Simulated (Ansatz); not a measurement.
**Two Ansatz runs on TePb**

The cell is the one relaxed in the Materials Project (mp-20943), not relaxed further here; entries there can be hypothetical.

First run: DFT, PBE, all-electron LAPW, scalar-relativistic (Ansatz 0.2.0).

Command: `ansatz run input.yaml --threads 1 --pin off --max-ram 2048MiB --backend cpu --events-out ev --progress --plain --runs-dir out` The run took 16 s on 1 thread of Arm Neoverse V1, on a shared host, peak memory 0.36 GiB.

```yaml
crystal:
  lattice:
    - [4.002287, 0.0, 0.0]
    - [0.0, 4.002287, 0.0]
    - [0.0, 0.0, 4.002287]
  atoms:
    - { symbol: Te, position: [0.5, 0.5, 0.5] }
    - { symbol: Pb, position: [0.0, 0.0, 0.0] }
kpoints:
  mp_grid: { grid: [10, 10, 10] }
scf:
  occupations: { method: fermi_dirac, width: 0.08 }
hamiltonian:
  xc: pbe
  pseudopotentials:
    kind: all_electron
    lapw: { basis_error: 0.001 }
    nuclear_model: point
output:
  forces: true
  stress: true
  eigenvalues: true
```

Result: converged; pressure -0.22 GPa; no gap on the k mesh; 10 SCF iterations.

Spin–orbit coupling is left out, though it moves levels of the heavy atoms by tenths of an eV or more.

The input is then changed:

```diff
@@ -11,6 +11,7 @@
 scf:
   occupations: { method: fermi_dirac, width: 0.08 }
+  mixing: { algorithm: msr1, beta: 0.1 }
 hamiltonian:
-  xc: pbe
+  xc: revpbe
   pseudopotentials:
     kind: all_electron
```

(1) Predict the outcome of the changed run.

Results:

(1) It converged; pressure 0.88 GPa; no gap on the k mesh; 11 SCF iterations.
